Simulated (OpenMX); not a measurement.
## BaTiO3 under changes of volume

One of the cells (12.840 Å³/atom); the others are scaled copies at fixed shape and fractional positions:

```xyz
5
Lattice="2.8274 1.6324 2.3184 -2.8274 1.6324 2.3184 0.0000 -3.2648 2.3184" Properties=species:S:1:pos:R:3 pbc="T T T"
Ba    0.0000    0.0000    0.0000
Ti    0.0000    0.0000    3.3698
O     1.3885   -0.8017    2.3988
O    -1.3885   -0.8017    2.3988
O     0.0000    1.6033    2.3988
```

| Property | Result |
| --- | --- |
| Program | OpenMX 3.8.5 |
| Functional | LDA |
| Potentials or basis | OpenMX 2013 LDA set, Ba10.0-s3p2d2, Ti7.0-s3p2d2, O6.0-s2p2d1, fixed grid of 48 × 48 × 48 points |
| k mesh | 7 × 7 × 7 |
| Occupations | fermi-dirac, width 0.05 eV |
| Spin | no spin polarisation |

```csv
volume (Å³/atom),energy over the lowest point (meV/atom),gap on the mesh (eV),largest force (eV/Å)
12.070,12.69,2.29,0.629
12.327,2.89,2.24,0.444
12.583,0.00,2.18,0.281
12.840,?,?,?
13.097,12.08,2.07,0.396
13.354,25.74,2.02,0.583
13.611,43.69,1.97,0.777
```

Question: What does the run at 12.840 Å³/atom give?

Answer: Energy over the lowest point 3.31 meV/atom; gap on the mesh 2.13 eV; largest force 0.177 eV/Å.

Worked out: A Birch-Murnaghan fit of order 3 (a polynomial in V^(-2/3)) to the other rows has its minimum at 12.57 Å³/atom with B0 = V·E''(V) = 189 GPa and B' = 4.8 at fixed shape and positions, which overstates the stiffness. It gives 3.31 meV/atom at 12.840 Å³/atom, against the run's 3.31. A straight line through the other rows of the gap, of slope -2.69 eV per unit of ln V, gives 2.13 eV, against the run's 2.13.

Energies are extrapolated to zero smearing.

Caveats: spin-orbit coupling is left out, which moves the levels of the heavy elements; an odd mesh through Γ misses points on the zone boundary, where band edges often lie; the basis of atomic orbitals isn't converged, which shifts pressures, moduli and gaps.
